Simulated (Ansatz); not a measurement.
**A computed series for KI: response to strain**

The parent structure is KI in the rock salt structure (space group Fm-3m, No. 225; a = 7.007 Å). Axes: x, y, z lie along the cube axes.

Strains are applied to the cell and any free atomic positions relax; under biaxial strain the out-of-plane vector relaxes too; under stress the whole cell relaxes.

Computed with PBEsol (Ansatz, a program for electronic structure), without spin-orbit coupling.

Notes on the quantities. pressure: mean of the normal stresses, compression positive; energy relative to the base: free energy F.

```csv
variant,band gap,volume per atom,pressure,energy relative to the base
base,3.87 eV,43.00 Å³,0.00 GPa,0 meV/atom
"biaxial strain +1.96 %, plane normal [110], relaxed out of plane",3.77 eV,44.00 Å³,-0.26 GPa,+2.1 meV/atom
"biaxial strain +0.92 %, plane normal [111], relaxed out of plane",3.82 eV,43.32 Å³,-0.09 GPa,+0.3 meV/atom
isotropic strain −5.83 %,4.33 eV,35.91 Å³,3.44 GPa,+64 meV/atom
isotropic strain −1.03 %,3.94 eV,41.68 Å³,0.41 GPa,+1.6 meV/atom
uniaxial strain ε_zz = +0.25 %,3.87 eV,43.10 Å³,-0.03 GPa,0.0 meV/atom
uniaxial strain ε_zz = +5.45 %,3.76 eV,45.34 Å³,-0.48 GPa,+9.1 meV/atom
tensor shear ε_yz = +2.43 %,[?],42.97 Å³,0.00 GPa,[?]
"uniaxial stress, 1 GPa compression along z",3.91 eV,42.04 Å³,–,+3.6 meV/atom
tensor shear ε_yz = −3.50 %,3.76 eV,42.94 Å³,0.00 GPa,+2.3 meV/atom
```

### Question
What belongs in the blanks?

### Answer

- tensor shear ε_yz = +2.43 %, band gap: 3.80 eV
- tensor shear ε_yz = +2.43 %, energy relative to the base: +1.1 meV/atom

A biaxial case was relaxed in a doubled cell and then solved in the primitive one. Spin-orbit coupling, missing from the scalar runs, can matter with I. Beyond what the load breaks, stability against distortions was not tested.
